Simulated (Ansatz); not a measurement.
# NbAs (I4_1md) in Ansatz: reference runs

Reference runs on NbAs: the cell as given and a disturbed copy.

Program: Ansatz 0.2.0. These are calculated values, not measurements. Logs are shortened: lines on timing, memory, paths and dates and some standing lists are left out, and cuts for length are marked.

### 1 The structure

It takes space group I4_1md (No. 109, tetragonal). The conventional cell has a = 3.452 Å, b = 3.452 Å, c = 11.680 Å, α = 90.00°, β = 90.00°, γ = 90.00°. Nb (site symmetry 2mm) has 6 As at 2.60 to 2.63 Å as nearest neighbours. As (site symmetry 2mm) has 6 Nb at 2.60 to 2.63 Å as nearest neighbours.

### 2 Single point, PBE

The input, input.yaml:

```yaml
crystal:
  lattice:
    - [-1.72585, 1.72585, 5.84]
    - [1.72585, -1.72585, 5.84]
    - [1.72585, 1.72585, -5.84]
  atoms:
    - { symbol: Nb, position: [0.5, 0.0, 0.5] }
    - { symbol: Nb, position: [0.75, 0.75, 0.0] }
    - { symbol: As, position: [0.916, 0.416, 0.5] }
    - { symbol: As, position: [0.166, 0.166, 0.0] }
kpoints:
  mp_grid: { grid: [11, 11, 11] }
scf:
  occupations: { method: fermi_dirac, width: 0.05 }
hamiltonian:
  xc: pbe
  pseudopotentials: { kind: all_electron, lapw: { basis_error: 0.001 } }
output:
  forces: true
  stress: true
  eigenvalues: true
  populations: true
```

Potentials or basis: all-electron LAPW, scalar-relativistic.

Launch:

```
ansatz run input.yaml --threads 2 --pin off --max-ram 6144MiB --backend cpu --events-out ev --progress --plain --runs-dir out
```

Standard output:

```text
Warning: RAYON_NUM_THREADS=2 ignored (pool sized by the plan → 2); use --threads N
Nb: projections on atomic orbitals take those of the free atom 1s2 2s2 2p6 3s2 3p6 3d10 4s2 4p6 4d4 5s1, of charge +0.00 (hamiltonian.pseudopotentials.projection_atoms)
As: projections on atomic orbitals take those of the free atom 1s2 2s2 2p6 3s2 3p6 3d10 4s2 4p3, of charge +0.00 (hamiltonian.pseudopotentials.projection_atoms)
LAPW: plane waves up to 8.373 Å⁻¹, error target 1.0e-3 eV per atom; small_component_spin mean_spin; As in spheres of 1.293 Å, 23 of its electrons in bands, Dirac shells []; Nb in spheres of 1.302 Å, 31 of its electrons in bands, Dirac shells [] (how accurate: hamiltonian.pseudopotentials.lapw.basis_error, Limitations)
Engine: ansatz 0.2.0, aarch64-unknown-linux-gnu
Pseudopotentials: kind: all_electron
Pseudopotential: Nb, LAPW, valence charge 31, lapw/all_electron/scalar/gaussian/Nb, Koelling and Harmon's equation, gaussian nucleus
Pseudopotential: As, LAPW, valence charge 23, lapw/all_electron/scalar/gaussian/As, Koelling and Harmon's equation, gaussian nucleus
Functional definition: PBE
  parameter kappa = 0.804
  parameter beta = 0.06672455060314922
  exchange = pbe_x(kappa = kappa, mu = beta*pi^2/3)
  correlation = pbe_c(beta = beta)
Crystal: 4 atoms, lattice volume = 69.579 Å³
Basis set: ecut = 267.1192095215244 eV, 707 PW (Γ), FFT grids on a1+a3, a2+a3, a3, exchange–correlation at level 2
Bands: 65, of which v1, the nominal top of the filled ones, is band 54 counted from 1 (53 counted from 0)
Symmetry: 8 space group operations
Space group: I41md (ITA 109), of the structure as read, at distance tolerance 4.1e-5 Å
k-points: 126 of 1331 (time reversal used)
Non-local potential: Nb, projectors of the file, none
Non-local potential: As, projectors of the file, none
Initial density: superposition of atomic densities (chi_scale 0.1, normalization cell, long waves kept (reshape's long-wave potential 0.00 eV rms))
Initial wavefunctions: plane waves of lowest kinetic energy (no species holds an atomic orbital)
Functional: x = pbe(κ = 0.804, μ = 0.2195149727645171), c = pbe(β = 0.06672455060314922)
iter 1 solved again at ethr=3.76e-3 eV; its pass at ethr=1.00e-1 eV (dr2=4.06e0 eV) is discarded
SCF iter   1: F=—  HF=-330943.877095 eV  |F-HF|=—  |Δ(HF+E_count)|=         —  Δρ=6.12e-2  dr2=4.06e0  ethr=3.76e-3  ⟨swp⟩=2.0  Hψ=48752  notcnv=0
preconditioner: auto → Kerker (q_TF=auto, 2.936 Å⁻¹)  [metal: Δε(μ)=0.025 eV  Ē_g=9.477 eV  σ=0.050 eV  W_gap=0.13  n_scr=32 (ndim 8)  ℏωp=19.9 eV  f_vac=0.000  D(μ)=0.44/eV (n_scr^D=0)]
SCF iter   2: F=—  HF=-330942.073692 eV  |F-HF|=—  |Δ(HF+E_count)|=    1.80e0  Δρ=2.18e-2  dr2=4.49e-1  ethr=3.76e-3  ⟨swp⟩=2.0  Hψ=24734  notcnv=0
SCF iter   3: F=—  HF=-330942.048168 eV  |F-HF|=—  |Δ(HF+E_count)|=   2.55e-2  Δρ=1.62e-2  dr2=2.77e-1  ethr=4.16e-4  ⟨swp⟩=2.0  Hψ=24570  notcnv=0
iter 4 solved again at ethr=6.66e-6 eV; its pass at ethr=2.56e-4 eV (dr2=7.20e-3 eV) is discarded
SCF iter   4: F=—  HF=-330942.039714 eV  |F-HF|=—  |Δ(HF+E_count)|=   8.45e-3  Δρ=3.32e-3  dr2=7.19e-3  ethr=6.66e-6  ⟨swp⟩=2.0  Hψ=42082  notcnv=0
SCF iter   5: F=—  HF=-330942.036998 eV  |F-HF|=—  |Δ(HF+E_count)|=   2.72e-3  Δρ=1.51e-3  dr2=1.79e-3  ethr=6.66e-6  ⟨swp⟩=2.0  Hψ=24490  notcnv=0
SCF iter   6: F=—  HF=-330942.034772 eV  |F-HF|=—  |Δ(HF+E_count)|=   2.23e-3  Δρ=7.81e-4  dr2=4.21e-4  ethr=1.65e-6  ⟨swp⟩=2.0  Hψ=24490  notcnv=0
SCF iter   7: F=—  HF=-330942.034740 eV  |F-HF|=—  |Δ(HF+E_count)|=   3.16e-5  Δρ=2.68e-4  dr2=4.16e-5  ethr=3.90e-7  ⟨swp⟩=2.0  Hψ=24490  notcnv=0
SCF iter   8: F=—  HF=-330942.034747 eV  |F-HF|=—  |Δ(HF+E_count)|=   6.85e-6  Δρ=5.98e-5  dr2=4.44e-6  ethr=3.85e-8  ⟨swp⟩=2.0  Hψ=24490  notcnv=0
SCF iter   9: F=—  HF=-330942.034746 eV  |F-HF|=—  |Δ(HF+E_count)|=   8.78e-7  Δρ=2.27e-5  dr2=4.54e-7  ethr=4.11e-9  ⟨swp⟩=2.0  Hψ=24490  notcnv=0
SCF iter  10: F=-330942.034746 eV  HF=-330942.034746 eV  |F-HF|=9.49e-8  |Δ(HF+E_count)|=   3.45e-8  Δρ=7.69e-6  dr2=8.59e-8  ethr=4.21e-10  ⟨swp⟩=2.0  Hψ=24490  notcnv=0
SCF 1 converged in 10 iterations: F = -330942.034746 eV  dr2 = 8.59e-8
SCF converged after 10 iterations
Free energy (F): -330942.034746 eV
Harris-Foulkes:  -330942.034746 eV  (|F-HF|=9.49e-8)
Internal energy: -330942.028616 eV  (E = F + TS)
E sigma→0 (E₀):  -330942.031681 eV
Entropy (-TS):   -0.006130 eV (-1.532 meV/atom)
Fermi energy:    17.823329 eV
--- Per-component energies (eV) ---
  E_band       = -11479.325322
  E_kinetic    = 340879.900399
  E_xc         = -11048.249368
  E_electrostatic = -660773.679647  (all electrons and nuclei)
  E_smearing   = -0.006130  (= −TS)
  E_closure    = 0.000000  (closes the sum)
  E_atoms      = -330909.614073  (free atoms, spherical and without spin; not in F)
  Σ components = -330942.034746   (vs F -330942.034746, Δ=0.00e0)
  Basis errors (estimates in eV, not in F): energy 3.3e-4 per atom: plane waves 2.9e-4 (1.6e-4 summed), levels above the bands 1.1e-69, relativity 4.2e-8, radial functions 3.7e-5, core shells 3.0e-11; eigenvalues (radial functions only) 9.9e-7; not estimated: angular momenta, meshes, grids; target (lapw.basis_error) 1.0e-3; muffin-tin radii As 1.293 Å, Nb 1.302 Å
--- Forces (eV/Å), atoms counted from 1 ---
  atom   1  Nb     0.00000000     0.00000000    -0.29761051
  atom   2  Nb     0.00000000    -0.00000000    -0.29761051
  atom   3  As    -0.00000000     0.00000000     0.29760954
  atom   4  As     0.00000000     0.00000000     0.29760954
  max |Σ_I F_I| component: 1.93e-6 eV/Å
--- Stress (GPa, compression-positive) ---
        3.045662      -0.000000      -0.000000
       -0.000000       3.045662       0.000000
       -0.000000       0.000000       3.745985
  P = ⅓ Tr σ = 3.2791 GPa (32.791 kbar)
--- Band table (eV; the first three rows and the last of 126) ---
  k-point 0: bands = ["-417.7583", "-417.7583", "-325.6531", "-325.6531", "-325.6358", "-325.6358", "-325.6324", "-325.6324", "-175.2313", "-175.2313", "-175.2265", "-175.2265", "-175.2256", "-175.2256", "-175.2123", "-175.2123", "-175.2116", "-175.2116", "-167.2538", "-167.2538", "-110.6365", "-110.6365", "-110.6252", "-110.6252", "-110.6215", "-110.6215", "-37.2856", "-37.2573", "-17.7045", "-17.7045", "-17.6892", "-17.6844", "-17.6824", "-17.6809", "-17.6768", "-17.6766", "-17.6766", "-17.6745", "-13.5110", "-13.3946", "-13.3946", "-13.2426", "-13.2426", "-13.1965", "4.5938", "6.8717", "11.6143", "15.0050", "15.5684", "15.5684", "15.7923", "16.1519", "16.4373", "16.4373", "18.5461", "19.1225", "20.2332", "20.8300", "20.8300", "21.5299", "21.7865", "21.7865", "23.0112", "23.7549", "26.5746"]
  k-point 1: bands = ["-417.7583", "-417.7583", "-325.6531", "-325.6531", "-325.6358", "-325.6358", "-325.6324", "-325.6324", "-175.2313", "-175.2313", "-175.2265", "-175.2265", "-175.2256", "-175.2256", "-175.2123", "-175.2123", "-175.2116", "-175.2116", "-167.2538", "-167.2538", "-110.6365", "-110.6365", "-110.6252", "-110.6252", "-110.6215", "-110.6215", "-37.2831", "-37.2561", "-17.7052", "-17.7039", "-17.6885", "-17.6844", "-17.6837", "-17.6827", "-17.6768", "-17.6764", "-17.6749", "-17.6737", "-13.5021", "-13.4107", "-13.4073", "-13.2597", "-13.2537", "-13.1949", "4.7947", "6.9287", "11.7489", "14.5905", "15.3859", "15.4818", "15.5296", "15.9921", "16.5332", "16.7003", "18.2549", "18.7690", "20.2323", "20.4802", "21.0839", "21.4039", "21.6141", "22.3006", "23.8609", "24.9939", "26.3981"]
  k-point 2: bands = ["-417.7583", "-417.7583", "-325.6531", "-325.6531", "-325.6358", "-325.6358", "-325.6324", "-325.6324", "-175.2313", "-175.2313", "-175.2265", "-175.2265", "-175.2256", "-175.2256", "-175.2123", "-175.2123", "-175.2116", "-175.2116", "-167.2538", "-167.2538", "-110.6365", "-110.6365", "-110.6252", "-110.6252", "-110.6215", "-110.6215", "-37.2764", "-37.2530", "-17.7072", "-17.7021", "-17.6881", "-17.6871", "-17.6854", "-17.6835", "-17.6759", "-17.6758", "-17.6722", "-17.6715", "-13.4884", "-13.4523", "-13.4294", "-13.2999", "-13.2828", "-13.1964", "5.3363", "7.0460", "12.1879", "13.7340", "14.4152", "14.8912", "15.1231", "16.1896", "16.9249", "17.0967", "18.0694", "18.1868", "19.8598", "20.4548", "21.4654", "21.5789", "21.5897", "23.0568", "25.5453", "26.1457", "27.0568"]
  k-point 125: bands = ["-417.7583", "-417.7583", "-325.6531", "-325.6531", "-325.6358", "-325.6358", "-325.6324", "-325.6324", "-175.2313", "-175.2313", "-175.2265", "-175.2265", "-175.2256", "-175.2256", "-175.2123", "-175.2123", "-175.2116", "-175.2116", "-167.2538", "-167.2538", "-110.6365", "-110.6365", "-110.6252", "-110.6252", "-110.6215", "-110.6215", "-37.2708", "-37.2703", "-17.7064", "-17.7062", "-17.6856", "-17.6856", "-17.6827", "-17.6823", "-17.6763", "-17.6761", "-17.6746", "-17.6745", "-13.4254", "-13.4003", "-13.3551", "-13.3489", "-13.2474", "-13.2323", "5.5945", "5.6131", "13.7300", "13.8605", "14.8168", "15.1246", "15.1684", "15.6684", "16.8594", "17.4018", "18.5770", "19.3367", "19.5363", "19.7905", "20.9249", "21.0416", "22.1725", "22.8908", "24.4400", "25.0698", "26.0584"]
--- Löwdin populations: 4 sites ---
  site symbol       q [e]
     0     Nb     40.8808
     1     Nb     40.8808
     2     As     33.0253
     3     As     33.0253
  spilling = 0.001268 (of n_electrons = 148.000000)
```

Wall time 2.8 min (2 threads of Arm Neoverse V1, shared host); peak memory 1.1 GiB.

Results:

```
Free energy            : -330942.0347 eV
Pressure               : 3.3 GPa
Largest force          : 0.298 eV/Å
Band gap on the k mesh : none (metal or under the smearing width)
```

Forces in eV/Å, atoms in the order of the input:
```
Nb   0.000  0.000 -0.298
Nb   0.000  0.000 -0.298
As   0.000  0.000  0.298
As   0.000  0.000  0.298
```

Levels at points of the mesh, in eV from the Fermi level:
```
           k point  band 52  band 53  band 54  band 55  band 56  band 57
(0.00, 0.00, 0.00)    -1.67    -1.39    -1.39     0.72     1.30     2.41
```

### 3 Single point, PBE (atoms moved at random, drawn with an rms of 0.05 Å)

Edit input.yaml of step 2 so:

```diff
@@ -6,6 +6,6 @@
   atoms:
-    - { symbol: Nb, position: [0.5, 0.0, 0.5] }
-    - { symbol: Nb, position: [0.75, 0.75, 0.0] }
-    - { symbol: As, position: [0.916, 0.416, 0.5] }
-    - { symbol: As, position: [0.166, 0.166, 0.0] }
+    - { symbol: Nb, position: [0.506457, -0.001157, 0.512873] }
+    - { symbol: Nb, position: [0.751105, 0.759663, 0.007021] }
+    - { symbol: As, position: [0.893408, 0.421019, 0.496569] }
+    - { symbol: As, position: [0.159604, 0.170121, 0.002004] }
 kpoints:
```

Potentials or basis: all-electron LAPW, scalar-relativistic.

Launch:

```
ansatz run input.yaml --threads 2 --pin off --max-ram 6144MiB --backend cpu --events-out ev --progress --plain --runs-dir out
```

Standard output:

```text
Warning: RAYON_NUM_THREADS=2 ignored (pool sized by the plan → 2); use --threads N
Nb: projections on atomic orbitals take those of the free atom 1s2 2s2 2p6 3s2 3p6 3d10 4s2 4p6 4d4 5s1, of charge +0.00 (hamiltonian.pseudopotentials.projection_atoms)
As: projections on atomic orbitals take those of the free atom 1s2 2s2 2p6 3s2 3p6 3d10 4s2 4p3, of charge +0.00 (hamiltonian.pseudopotentials.projection_atoms)
LAPW: plane waves up to 8.704 Å⁻¹, error target 1.0e-3 eV per atom; small_component_spin mean_spin; As in spheres of 1.256 Å, 23 of its electrons in bands, Dirac shells []; Nb in spheres of 1.253 Å, 31 of its electrons in bands, Dirac shells [] (how accurate: hamiltonian.pseudopotentials.lapw.basis_error, Limitations)
[... 9 set-up lines as earlier in the session ...]
[... 44 lines left out ...]
--- Forces (eV/Å), atoms counted from 1 ---
  atom   1  Nb     0.28869400    -0.95339902    -0.09902972
  atom   2  Nb     0.01479908    -0.00506582    -1.51842134
  atom   3  As    -0.35677628     0.65465449     1.35250050
  atom   4  As     0.05328289     0.30380233     0.26494961
  max |Σ_I F_I| component: 8.01e-6 eV/Å
--- Stress (GPa, compression-positive) ---
        4.994738      -0.246259       0.218657
       -0.246259       1.646622      -0.569843
        0.218657      -0.569843       5.892211
  P = ⅓ Tr σ = 4.1779 GPa (41.779 kbar)
--- Band table (eV; the first three rows and the last of 666) ---
  k-point 0: bands = ["-417.7874", "-417.7051", "-325.6837", "-325.6637", "-325.6609", "-325.6010", "-325.5832", "-325.5774", "-175.2610", "-175.2576", "-175.2544", "-175.2406", "-175.2389", "-175.1797", "-175.1736", "-175.1712", "-175.1589", "-175.1567", "-167.2829", "-167.2396", "-110.6668", "-110.6534", "-110.6517", "-110.6218", "-110.6109", "-110.6070", "-37.2955", "-37.2381", "-17.7440", "-17.7190", "-17.7151", "-17.7140", "-17.7058", "-17.6873", "-17.6690", "-17.6640", "-17.6600", "-17.6594", "-13.5211", "-13.4110", "-13.3809", "-13.2556", "-13.2050", "-13.1978", "4.5850", "6.9135", "11.5453", "14.9759", "15.3139", "15.6342", "15.8066", "16.1048", "16.4594", "16.5092", "18.5837", "19.1654", "20.1240", "20.8346", "20.8792", "21.3708", "21.9317", "22.0021", "22.9640", "23.7780", "26.7686"]
  k-point 1: bands = ["-417.7874", "-417.7051", "-325.6837", "-325.6637", "-325.6609", "-325.6010", "-325.5832", "-325.5774", "-175.2610", "-175.2576", "-175.2544", "-175.2406", "-175.2389", "-175.1797", "-175.1736", "-175.1712", "-175.1589", "-175.1567", "-167.2829", "-167.2396", "-110.6668", "-110.6534", "-110.6517", "-110.6218", "-110.6109", "-110.6070", "-37.2933", "-37.2366", "-17.7440", "-17.7185", "-17.7156", "-17.7142", "-17.7054", "-17.6871", "-17.6686", "-17.6653", "-17.6596", "-17.6586", "-13.5121", "-13.4248", "-13.3968", "-13.2695", "-13.2218", "-13.1934", "4.7848", "6.9591", "11.6920", "14.5487", "15.2382", "15.4817", "15.5883", "15.9762", "16.5006", "16.7559", "18.2715", "18.8232", "20.1556", "20.4743", "21.0629", "21.4103", "21.7321", "22.3692", "23.8501", "24.9976", "26.4983"]
  k-point 2: bands = ["-417.7874", "-417.7051", "-325.6837", "-325.6637", "-325.6609", "-325.6010", "-325.5832", "-325.5774", "-175.2610", "-175.2576", "-175.2544", "-175.2406", "-175.2389", "-175.1797", "-175.1736", "-175.1712", "-175.1589", "-175.1567", "-167.2829", "-167.2396", "-110.6668", "-110.6534", "-110.6517", "-110.6218", "-110.6109", "-110.6071", "-37.2876", "-37.2325", "-17.7440", "-17.7189", "-17.7169", "-17.7129", "-17.7041", "-17.6870", "-17.6685", "-17.6670", "-17.6595", "-17.6559", "-13.4991", "-13.4543", "-13.4318", "-13.3053", "-13.2548", "-13.1943", "5.3248", "7.0521", "12.1554", "13.6905", "14.4061", "14.9038", "15.1725", "16.1243", "16.8864", "17.1681", "18.0637", "18.1750", "19.7918", "20.4594", "21.3952", "21.5772", "21.7114", "23.1419", "25.5313", "26.1953", "27.1300"]
  k-point 665: bands = ["-417.7874", "-417.7051", "-325.6837", "-325.6637", "-325.6609", "-325.6010", "-325.5832", "-325.5774", "-175.2610", "-175.2576", "-175.2544", "-175.2406", "-175.2389", "-175.1797", "-175.1736", "-175.1712", "-175.1589", "-175.1567", "-167.2829", "-167.2396", "-110.6668", "-110.6534", "-110.6517", "-110.6218", "-110.6109", "-110.6071", "-37.2795", "-37.2284", "-17.7439", "-17.7223", "-17.7170", "-17.7102", "-17.7030", "-17.6878", "-17.6709", "-17.6662", "-17.6591", "-17.6522", "-13.5898", "-13.4417", "-13.4072", "-13.3362", "-13.2848", "-13.2243", "6.2122", "6.9986", "12.3395", "12.7303", "13.9263", "14.2572", "15.2895", "15.6697", "16.7097", "17.2291", "18.3487", "19.1345", "19.8749", "20.6705", "20.9470", "21.5532", "22.1151", "23.5347", "25.2129", "26.0886", "26.4795"]
--- Löwdin populations: 4 sites ---
  site symbol       q [e]
     0     Nb     40.8725
     1     Nb     40.8957
     2     As     33.0069
     3     As     33.0357
  spilling = 0.001278 (of n_electrons = 148.000000)
```

Run time: 16 min. Hardware: 2 threads of Arm Neoverse V1, shared host; peak memory 4.4 GiB.

What came out:

- Free energy: -330941.9067 eV
- Pressure: 4.2 GPa
- Largest force: 1.544 eV/Å
- Band gap on the k mesh: none (metal or under the smearing width)

Forces in eV/Å, atoms in the order of the input:
```
Nb   0.289 -0.953 -0.099
Nb   0.015 -0.005 -1.518
As  -0.357  0.655  1.353
As   0.053  0.304  0.265
```
